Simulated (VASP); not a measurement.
A run of VASP 6.6.1 is set up as follows.

INCAR

```
ALGO = Normal ; EDIFF = 1E-8
ENCUT = 600 ; GGA = PE
ISIF = 2 ; ISMEAR = 0
IVDW = 12 ; KPAR = 2
LASPH = T ; LCHARG = F
LEPSILON = T ; LREAL = F
LWAVE = F ; NELM = 80
PREC = Accurate ; SIGMA = 0.03
```

The input KPOINTS:

```
k-points
0
Gamma
  15 15 9
```

The input POSCAR:

```
PtS2                                    
1.0
    3.5785490769      0.0000000000      0.0000000000
   -1.7892745385      3.0991144093      0.0000000000
    0.0000000000      0.0000000000      4.6808560009
  Pt              S             
     1     2
Direct
     1.0000000000000000    0.0000000000000000    0.0000000000000000
     0.3333333332999970    0.6666666667000030    0.2576034604744382
     0.6666666667000030    0.3333333332999970    0.7423965395255618
```

Potentials or basis: VASP PAW PBE potentials, release 64 (Pt, S).

Run with:

```bash
$ cat potpaw_PBE.64/Pt/POTCAR potpaw_PBE.64/S/POTCAR > POTCAR
$ mpirun -np 2 vasp_std > vasp.out
```

**Question.** Estimate the electronic dielectric tensor (diagonal).

**Answer.** 29.56, 29.56, 18.80.

**Question.** Estimate the Born charges (mean of the diagonal).

**Answer.** Pt +2.17; S -1.08 e.

**Question.** Predict the band gap on the k mesh.

**Answer.** 0.14 eV, indirect (least direct gap 0.79 eV).

**Question.** What does it give for the dispersion energy per atom?

**Answer.** -0.451 eV.

Electronic dielectric tensor:
```
29.56  0.00  0.00
 0.00 29.56  0.00
 0.00  0.00 18.80
```

Caveat: the gap is small at this level, which inflates the dielectric constant; spin-orbit coupling is left out, which moves the levels of the heavy elements; an odd mesh through Γ misses points on the zone boundary, where band edges often lie.
